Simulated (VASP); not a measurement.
# Rb (I4_1/amd) in VASP: reference runs

Aim: a first look at Rb with PBE, on the cell as given and on a disturbed one.

Program: VASP 6.6.1. These are calculated values, not measurements. Logs are shortened: lines on timing, memory, paths and dates and some standing lists are left out, and cuts for length are marked.

## (1) The crystal as given

It takes space group I4_1/amd (No. 141, tetragonal). The conventional cell has a = 4.758 Å, b = 4.758 Å, c = 16.977 Å, α = 90.00°, β = 90.00°, γ = 90.00°.

This isn't the form of Rb at room conditions, which is bcc.

## (2) Single point, PBE

INCAR reads:

```
SYSTEM = Rb
ALGO = Normal
EDIFF = 1E-7
ENCUT = 520
GGA = PE
ISIF = 2
ISMEAR = -1
LASPH = .TRUE.
LCHARG = .TRUE.
LELF = .TRUE.
LREAL = .FALSE.
LVHAR = .TRUE.
LWAVE = .FALSE.
NBANDS = 16
NELM = 60
PREC = Accurate
SIGMA = 0.05
```

KPOINTS reads:

```
k-points
0
G
  8 8 8
  0 0 0
```

POSCAR reads:

```
Rb
1.0
   -2.3789880000      2.3789880000      8.4886690000
    2.3789880000     -2.3789880000      8.4886690000
    2.3789880000      2.3789880000     -8.4886690000
Rb
2
Direct
    0.5000000000      0.5000000000      0.0000000000
    0.2500000000      0.7500000000      0.5000000000
```

Potentials or basis: VASP PAW PBE potentials, release 64 (Rb_sv).

On the command line:

```bash
> cat potpaw_PBE.64/Rb_sv/POTCAR > POTCAR
> mpirun -np 1 vasp_std > vasp.out
```

OUTCAR:

```text
SYSTEM = Rb
   EDIFF = 1E-7
   ENCUT = 520
   GGA = PE
   ISIF = 2
   ISMEAR = -1
   LASPH = .TRUE.
   LREAL = .FALSE.
   NELM = 60
   PREC = Accurate

 ion  position               nearest neighbor table
   1  0.500  0.500  0.000-   2 4.87   2 4.87   2 4.87   2 4.87
   2  0.250  0.750  0.500-   1 4.87   1 4.87   1 4.87   1 4.87

  LATTYP: Found a body centered tetragonal cell.
 ALAT       =     4.7579760000
 C/A-ratio  =     3.5681848752

  Lattice vectors:

 A1 = (  -2.3789880000,   2.3789880000,   8.4886690000)
 A2 = (   2.3789880000,  -2.3789880000,   8.4886690000)
 A3 = (   2.3789880000,   2.3789880000,  -8.4886690000)

Analysis of symmetry for initial positions (statically):
=====================================================================
 Subroutine PRICEL returns:
 Original cell was already a primitive cell.

 Routine SETGRP: Setting up the symmetry group for a
 body centered tetragonal supercell.

 Subroutine GETGRP returns: Found 16 space group operations
 (whereof  8 operations were pure point group operations)
 out of a pool of 16 trial point group operations.

The static configuration has the point symmetry D_2d.
 The point group associated with its full space group is D_4h.

Analysis of symmetry for dynamics (positions and initial velocities):
=====================================================================
 Subroutine PRICEL returns:
 Original cell was already a primitive cell.

 Routine SETGRP: Setting up the symmetry group for a
 body centered tetragonal supercell.

 Subroutine GETGRP returns: Found 16 space group operations
 (whereof  8 operations were pure point group operations)
 out of a pool of 16 trial point group operations.

The dynamic configuration has the point symmetry D_2d.
 The point group associated with its full space group is D_4h.

 Subroutine INISYM returns: Found 16 space group operations
 (whereof  8 operations are pure point group operations),
 and found     1 'primitive' translations

----------------------------------------------------------------------------------------

                                     Primitive cell

  volume of cell :     192.1693

  direct lattice vectors                    reciprocal lattice vectors
    -2.378988000  2.378988000  8.488669000     0.000000000  0.210173401  0.058902049
     2.378988000 -2.378988000  8.488669000     0.210173401  0.000000000  0.058902049
     2.378988000  2.378988000 -8.488669000     0.210173401  0.210173401  0.000000000

  length of vectors
     9.131082586  9.131082586  9.131082586     0.218271185  0.218271185  0.297230075

  position of ions in fractional coordinates (direct lattice)
     0.500000000  0.500000000  0.000000000
     0.250000000  0.750000000  0.500000000

  ion indices of the primitive-cell ions
   primitive index   ion index
                 1           1
                 2           2

----------------------------------------------------------------------------------------

 KPOINTS: k-points

Automatic generation of k-mesh.
 Grid dimensions read from file:
 generate k-points for:    8    8    8

 Generating k-lattice:

  Cartesian coordinates                     Fractional coordinates (reciprocal lattice)
     0.000000000  0.026271675  0.007362756     0.125000000  0.000000000  0.000000000
     0.026271675  0.000000000  0.007362756     0.000000000  0.125000000  0.000000000
     0.026271675  0.026271675  0.000000000     0.000000000  0.000000000  0.125000000

  Length of vectors
     0.027283898  0.027283898  0.037153759

  Shift w.r.t. Gamma in fractional coordinates (k-lattice)
     0.000000000  0.000000000  0.000000000

 Subroutine IBZKPT returns following result:
 ===========================================

 Found     59 irreducible k-points:

 Following reciprocal coordinates:
            Coordinates               Weight
  0.000000  0.000000  0.000000      1.000000
  0.125000  0.000000  0.000000      8.000000
  0.250000  0.000000  0.000000      8.000000
  0.375000  0.000000 -0.000000      8.000000
  0.500000  0.000000  0.000000      4.000000
  0.125000  0.125000  0.000000      8.000000
[... 16 lines left out ...]
  0.250000  0.125000  0.125000     16.000000
  0.375000  0.125000  0.125000      8.000000
 [... further k-points ...]
   k-points           NKPTS =     59   k-points in BZ     NKDIM =     59   number of bands    NBANDS=     16
   number of dos      NEDOS =    301   number of ions     NIONS =      2
   total plane-waves  NPLWV = 343000
   dimension x,y,z NGX =    70 NGY =   70 NGZ =   70
   dimension x,y,z NGXF=   140 NGYF=  140 NGZF=  140
   ions per type =               2
   NGX,Y,Z   is equivalent  to a cutoff of  12.74, 12.74, 12.74 a.u.
   NGXF,Y,Z  is equivalent  to a cutoff of  25.49, 25.49, 25.49 a.u.
 SYSTEM =  Rb
   PREC   = accura    normal or accurate (medium, high low for compatibility)
   ISTART =      0    job   : 0-new  1-cont  2-samecut
   ICHARG =      2    charge: 1-file 2-atom 10-const
   ISPIN  =      1    spin polarized calculation?
   LNONCOLLINEAR =      F non collinear calculations
   LSORBIT =      F    spin-orbit coupling
   LASPH  =      T    aspherical Exc in radial PAW
   ENCUT  =  520.0 eV  38.22 Ry    6.18 a.u.  16.98 16.98 16.98*2*pi/ulx,y,z
   NELM   =     60;   NELMIN=  2; NELMDL= -5     # of ELM steps
   EDIFF  = 0.1E-06   stopping-criterion for ELM
   LREAL  =      F    real-space projection
   EDIFFG = 0.1E-05   stopping-criterion for IOM
   NSW    =      0    number of steps for IOM
   IBRION =     -1    ionic relax: 0-MD 1-quasi-New 2-CG
   NFREE  =      0    steps in history (QN), initial steepest desc. (CG)
   ISIF   =      2    stress and relaxation
   ISYM   =      2    0-nonsym 1-usesym 2-fastsym
   POTIM  = 0.5000    time-step for ionic-motion
   TEBEG  =    0.0;   TEEND  =   0.0 temperature during run
   PSTRESS=    0.0 pullay stress
   NELECT =      18.0000    total number of electrons
   NUPDOWN=      -1.0000    fix difference up-down
   EMIN   =  10.00;   EMAX   =-10.00  energy-range for DOS
   EFERMI =   0.00;   METHOD = LEGACY
   ISMEAR =    -1;   SIGMA  =   0.05  broadening in eV -4-tet -1-fermi 0-gaus
   EFERMI_NEDOS =   21; number of points for ismear=-14 and -15
   IALGO  =     38    algorithm
   IMIX   =      4    mixing-type and parameters
     AMIX     =   0.40;   BMIX     =  1.00
     AMIX_MAG =   1.60;   BMIX_MAG =  1.00
  volume/ion in A,a.u.               =      96.08       648.41
  Fermi-wavevector in a.u.,A,eV,Ry     =   0.743483  1.404979  7.520849  0.552767
  Thomas-Fermi vector in A             =   1.838609
   LORBIT       =      0    0 simple, 1 ext, 2 COOP (PROOUT), +10 PAW based schemes
   GGA     = PE    functional components
   LHFCALC =     F    Hartree Fock is set to
   AEXX    =    0.0000 exact exchange contribution
   IVDW    =     0    specifies the selected vdW correction
   LEPSILON=     F    determine dielectric tensor
   LRPA    =     F    only Hartree local field effects (RPA)
 non-spin polarized calculation
  energy-cutoff  :      520.00
  volume of cell :      192.17
 maximum number of plane-waves:      5199
 NGX is ok and might be reduce to    70
   NGX = 33   NGY = 33   NGZ = 33

 number of electron      18.0000000 magnetization

 Free energy of the ion-electron system (eV)
  ---------------------------------------------------
  ext. energy  EPLUGINS =         0.00000000
  ---------------------------------------------------
  free energy    TOTEN  =        -1.76818478 eV

  energy without entropy =       -1.75445109  energy(sigma->0) =       -1.76131794

 E-fermi :  -0.0861     XC(G=0):  -5.3270

 val. band max:       -0.0874876396   @ k =  -0.2500   0.3750   0.1250
 cond. band min:      -0.0721680554   @ k =   0.5000   0.1250   0.0000
 fundamental gap:      0.0153195843
 Fermi energy:        -0.0861001270

 k-point     1 :       0.0000    0.0000    0.0000
  band No.  band energies     occupation
      1     -29.0983      2.00000
      2     -29.0941      2.00000
      3     -13.2384      2.00000
      4     -13.1439      2.00000
      5     -13.1439      2.00000
      6     -13.1382      2.00000
[... 8 lines left out ...]
     15       4.1468      0.00000
     16       4.1474      0.00000

 k-point     2 :       0.1250    0.0000    0.0000
  band No.  band energies     occupation
      1     -29.0978      2.00000
      2     -29.0938      2.00000
      3     -13.2344      2.00000
      4     -13.1583      2.00000
      5     -13.1510      2.00000
      6     -13.1433      2.00000
[... 8 lines left out ...]
     15       3.6858      0.00000
     16       4.1023      0.00000

 k-point     3 :       0.2500    0.0000    0.0000
  band No.  band energies     occupation
      1     -29.0964      2.00000
      2     -29.0931      2.00000
      3     -13.2255      2.00000
      4     -13.1907      2.00000
      5     -13.1795      2.00000
      6     -13.1418      2.00000
[... 8 lines left out ...]
     15       3.4386      0.00000
     16       4.0621      0.00000

 k-point     4 :       0.3750    0.0000   -0.0000
  band No.  band energies     occupation
      1     -29.0950      2.00000
      2     -29.0925      2.00000
      3     -13.2270      2.00000
      4     -13.2224      2.00000
      5     -13.1951      2.00000
      6     -13.1435      2.00000
[... 8 lines left out ...]
     15       3.3763      0.00000
     16       3.9503      0.00000
[... 324 lines left out ...]
 k-point    22 :       0.1250    0.1250    0.1250
  band No.  band energies     occupation
      1     -29.0947      2.00000
      2     -29.0919      2.00000
      3     -13.2171      2.00000
      4     -13.1892      2.00000
      5     -13.1837      2.00000
      6     -13.1792      2.00000
[... 8 lines left out ...]
     15       2.5656      0.00000
     16       3.5927      0.00000

 k-point    23 :       0.2500    0.1250    0.1250
  band No.  band energies     occupation
      1     -29.0933      2.00000
      2     -29.0913      2.00000
      3     -13.2203      2.00000
      4     -13.2173      2.00000
      5     -13.1918      2.00000
      6     -13.1842      2.00000
[... 8 lines left out ...]
     15       2.9300      0.00000
     16       3.1117      0.00000

 k-point    24 :       0.3750    0.1250    0.1250
  band No.  band energies     occupation
      1     -29.0926      2.00000
      2     -29.0911      2.00000
      3     -13.2306      2.00000
      4     -13.2283      2.00000
      5     -13.1896      2.00000
      6     -13.1837      2.00000
[... 8 lines left out ...]
     15       3.0875      0.00000
     16       3.1557      0.00000

 [... further k-points ...]

------------------------ aborting loop because EDIFF is reached ----------------------------------------

  FORCE on cell =-STRESS in cart. coord.  units (eV):
  Direction    XX          YY          ZZ          XY          YZ          ZX
  --------------------------------------------------------------------------------------
  -------------------------------------------------------------------------------------
  Total       -0.0275074     -0.0275074      0.0397280      0.0000000     -0.0000000      0.0000000
  in kB       -0.2293381     -0.2293381      0.3312250      0.0000000     -0.0000000      0.0000000
  external PRESSURE =      -0.0424837 kB  Pullay stress =       0.0000000 kB

 VOLUME and BASIS-vectors are now :
 -----------------------------------------------------------------------------
  energy-cutoff  :      520.00
  volume of cell :      192.17
      direct lattice vectors                 reciprocal lattice vectors
    -2.378988000  2.378988000  8.488669000     0.000000000  0.210173401  0.058902049
     2.378988000 -2.378988000  8.488669000     0.210173401  0.000000000  0.058902049
     2.378988000  2.378988000 -8.488669000     0.210173401  0.210173401  0.000000000

 POSITION                                       TOTAL-FORCE (eV/Angst)
 -----------------------------------------------------------------------------------
      0.00000      0.00000      8.48867         0.000000     -0.000000     -0.000000
      2.37899     -0.00000      4.24433        -0.000000      0.000000      0.000000
 -----------------------------------------------------------------------------------
    total drift:                                0.000000      0.000000     -0.000000

  FREE ENERGIE OF THE ION-ELECTRON SYSTEM (eV)
  ---------------------------------------------------
  free  energy   TOTEN  =        -1.7681847820 eV

  energy  without entropy=       -1.7544510896  energy(sigma->0) =       -1.76131794
```

Run time: 10 min. Hardware: 1 thread of Intel Xeon Platinum 8259CL at 2.50GHz (Skylake/Cascade Lake), shared host; peak memory 0.69 GiB.

Results:

```yaml
Free_energy: -1.7682 eV
Pressure: 0.0 GPa
Band_gap_on_the_k_mesh: none (metal or under the smearing width)
```

## (3) Single point, PBE (atoms moved at random, drawn with an rms of 0.05 Å)

INCAR reads:

```
SYSTEM = Rb
  PREC = Accurate
  ENCUT = 520
  EDIFF = 1E-7
  ISMEAR = -1
  SIGMA = 0.05
  LREAL = .FALSE.
  LASPH = .TRUE.
  NELM = 80
  ALGO = Normal
  ISIF = 2
  LWAVE = .FALSE.
  LCHARG = .FALSE.
  GGA = PE
  NBANDS = 16
```

KPOINTS reads:

```
regular mesh
0
G
  8 8 8
  0 0 0
```

POSCAR reads:

```
Rb
1.0
   -2.3789880000      2.3789880000      8.4886690000
    2.3789880000     -2.3789880000      8.4886690000
    2.3789880000      2.3789880000     -8.4886690000
Rb
2
Direct
    0.5002020000      0.5113490000      0.0102530000
    0.2509620000      0.7575890000      0.5008990000
```

Potentials or basis: VASP PAW PBE potentials, release 64 (Rb_sv).

On the command line:

```bash
> cat potpaw_PBE.64/Rb_sv/POTCAR > POTCAR
> mpirun -np 1 vasp_std > vasp.out
```

OUTCAR:

```text
SYSTEM = Rb
   PREC = Accurate
   ENCUT = 520
   EDIFF = 1E-7
   ISMEAR = -1
   LREAL = .FALSE.
   LASPH = .TRUE.
   NELM = 80
   ISIF = 2
   GGA = PE

 ion  position               nearest neighbor table
   1  0.500  0.511  0.010-   2 4.80   2 4.84   2 4.91   2 4.92
   2  0.251  0.758  0.501-   1 4.80   1 4.84   1 4.91   1 4.92

  LATTYP: Found a body centered tetragonal cell.
 ALAT       =     4.7579760000
 C/A-ratio  =     3.5681848752

  Lattice vectors:

 A1 = (  -2.3789880000,   2.3789880000,   8.4886690000)
 A2 = (   2.3789880000,  -2.3789880000,   8.4886690000)
 A3 = (   2.3789880000,   2.3789880000,  -8.4886690000)

Analysis of symmetry for initial positions (statically):
=====================================================================
 Subroutine PRICEL returns:
 Original cell was already a primitive cell.

 Routine SETGRP: Setting up the symmetry group for a
 body centered tetragonal supercell.

 Subroutine GETGRP returns: Found  2 space group operations
 (whereof  1 operations were pure point group operations)
 out of a pool of 16 trial point group operations.
[... 163 lines left out ...]

  energy without entropy =       -1.75386791  energy(sigma->0) =       -1.76074060

 E-fermi :  -0.0861     XC(G=0):  -5.3269

 val. band max:       -0.0878285802   @ k =   0.1250  -0.2500  -0.2500
 cond. band min:      -0.0856219788   @ k =  -0.2500   0.1250   0.3750
 fundamental gap:      0.0022066015
 Fermi energy:        -0.0861370305

 k-point     1 :       0.0000    0.0000    0.0000
  band No.  band energies     occupation
      1     -29.0985      2.00000
      2     -29.0942      2.00000
      3     -13.2389      2.00000
      4     -13.1454      2.00000
      5     -13.1426      2.00000
      6     -13.1390      2.00000
[... 433 lines left out ...]
      3     -13.2198      2.00000
      4     -13.1904      2.00000
      5     -13.1770      2.00000
      6     -13.1586      2.00000
[... 8 lines left out ...]
     15       3.2610      0.00000
     16       3.6486      0.00000

 [... further k-points ...]

------------------------ aborting loop because EDIFF is reached ----------------------------------------

  FORCE on cell =-STRESS in cart. coord.  units (eV):
  Direction    XX          YY          ZZ          XY          YZ          ZX
  --------------------------------------------------------------------------------------
  -------------------------------------------------------------------------------------
  Total       -0.0092746     -0.0421603      0.0431572     -0.0000255      0.0040607     -0.0120170
  in kB       -0.0773251     -0.3515040      0.3598150     -0.0002127      0.0338550     -0.1001897
  external PRESSURE =      -0.0230047 kB  Pullay stress =       0.0000000 kB

 VOLUME and BASIS-vectors are now :
 -----------------------------------------------------------------------------
  energy-cutoff  :      520.00
  volume of cell :      192.17
      direct lattice vectors                 reciprocal lattice vectors
    -2.378988000  2.378988000  8.488669000     0.000000000  0.210173401  0.058902049
     2.378988000 -2.378988000  8.488669000     0.210173401  0.000000000  0.058902049
     2.378988000  2.378988000 -8.488669000     0.210173401  0.210173401  0.000000000

 POSITION                                       TOTAL-FORCE (eV/Angst)
 -----------------------------------------------------------------------------------
      0.05091     -0.00213      8.49969        -0.000684     -0.000070      0.020912
      2.39689     -0.01363      4.30929         0.000684      0.000070     -0.020912
 -----------------------------------------------------------------------------------
    total drift:                               -0.000000     -0.000000      0.000000

  FREE ENERGIE OF THE ION-ELECTRON SYSTEM (eV)
  ---------------------------------------------------
  free  energy   TOTEN  =        -1.7676132813 eV

  energy  without entropy=       -1.7538679148  energy(sigma->0) =       -1.76074060
```

Wall time 74 min (1 thread of AMD EPYC 7R43 (Zen 3), shared host); peak memory 1 GiB.

Results:

* Free energy: -1.7676 eV
* Pressure: 0.0 GPa
* Largest force: 0.021 eV/Å
* Band gap on the k mesh: none (metal or under the smearing width)

Forces in eV/Å, atoms in the order of the input:
```
Rb  -0.001  0.000  0.021
Rb   0.001  0.000 -0.021
```

Levels at points of the mesh, in eV from the Fermi level:
| k point | band 6 | band 7 | band 8 | band 9 | band 10 | band 11 | band 12 | band 13 |
| --- | --- | --- | --- | --- | --- | --- | --- | --- |
| (0.00, 0.00, 0.00) | -13.05 | -13.05 | -13.05 | -1.91 | 0.12 | 0.58 | 2.55 | 2.56 |
| (0.50, 0.00, 0.00) | -13.06 | -13.05 | -13.04 | -0.12 | 0.25 | 0.74 | 1.18 | 2.01 |
| (0.00, 0.50, 0.00) | -13.06 | -13.05 | -13.04 | -0.12 | 0.25 | 0.74 | 1.20 | 2.04 |
| (0.00, 0.50, 0.50) | -13.06 | -13.05 | -13.04 | -0.12 | 0.25 | 0.74 | 1.19 | 2.01 |
| (0.50, 0.00, 0.50) | -13.06 | -13.05 | -13.04 | -0.11 | 0.24 | 0.75 | 1.19 | 2.04 |
| (0.50, 0.50, 0.00) | -13.13 | -13.07 | -13.07 | 1.02 | 1.02 | 1.62 | 1.62 | 2.38 |
| (0.00, 0.00, 0.50) | -13.13 | -13.07 | -13.07 | 1.02 | 1.03 | 1.62 | 1.62 | 2.38 |
| (0.50, 0.50, 0.50) | -13.06 | -13.05 | -13.05 | -1.29 | -1.26 | 1.98 | 2.03 | 2.76 |
